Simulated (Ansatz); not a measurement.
# BaTiO$_{3}$: reading a single point

```
Ba Ti O
1.0
     8.04516    0.00000    0.00000
     0.01018    4.02256    0.00000
     0.01018    0.01016    4.02255
Ba Ti O
2 2 6
Direct
  0.00000 0.00000 0.00000
  0.50000 0.00000 0.00000
  0.24350 0.48700 0.48700
  0.74350 0.48700 0.48700
  0.25460 0.50920 0.01890
  0.75460 0.50920 0.01890
  0.00945 0.50920 0.50920
  0.50945 0.50920 0.50920
  0.25460 0.01890 0.50920
  0.75460 0.01890 0.50920
```

Level: r2SCAN, with U_eff = 1.87 eV on Ti d (atomic projectors), no spin polarisation; 500 eV; 3×6×6 Γ-centred mesh; fermi-dirac occupations (width 0.1 eV); Ansatz 0.2.0, fixed geometry.

Forces: The largest is on O7 (and as large on other atoms): 0.07 eV/Å, components (-0.05, 0.03, 0.03). It makes 140° with the line to a nearest neighbour, Ti3 at 1.89 Å, pointing away from it.
Electronic structure: The gap is 2.83 eV, indirect (the least direct gap found is 3.01 eV).
Band edges: Within 0.7 eV of the edges, the states project mainly on O p (95 %) below the gap and on Ti d (87 %) above it.
Charges: Bader charges in e: Ba +1.58, Ti +2.33, O -1.30. In the mean Ti gives up most and O takes most.
Stress: The pressure is 0.2 GPa (compression positive), so with the atoms held at these fractions the cell is close to zero pressure.

Origin: a database entry at a rescaled volume.
